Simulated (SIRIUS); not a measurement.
Na, 1 atom in the cell. The structure is cubic, space group Im-3m (No. 229). The conventional cell has a = 4.282 Å, b = 4.282 Å, c = 4.282 Å, α = 90.00°, β = 90.00°, γ = 90.00°. Na (site symmetry m-3m) has 8 Na at 3.71 Å as nearest neighbours. 

- Program: SIRIUS 7.12.0
- Task: equation of state
- Functional: PBE
- Potentials or basis: all-electron FP-LAPW
- Cutoff: 158 eV
- Basis: apw+lo standard
- k mesh: 9 × 9 × 9
- Occupations: fermi-dirac, width 0.05 eV
- Spin: no spin polarisation
- Muffin tin radii: Na 2.29 bohr
- Basis cutoff (gk_cutoff): 3.41 1/bohr
- Cutoff of density and potential (pw_cutoff): 20 1/bohr
- lmax of the basis: 10
- lmax of density and potential: 8
- Valence relativity: iora
- Core states: Na 1s

Potentials or basis: all-electron FP-LAPW, apw+lo standard.

Launch:

```sh
$ OMP_NUM_THREADS=1 python run.py
```

Hardware: 1 thread of Arm Neoverse V1, on a shared host.

Q: How long does it take, and how much memory?

A: Wall time 2.2 min on 1 thread of Arm Neoverse V1, on a shared host, peak memory 0.35 GiB. Counts: scf iterations 56, scf runs 14, bands 11.
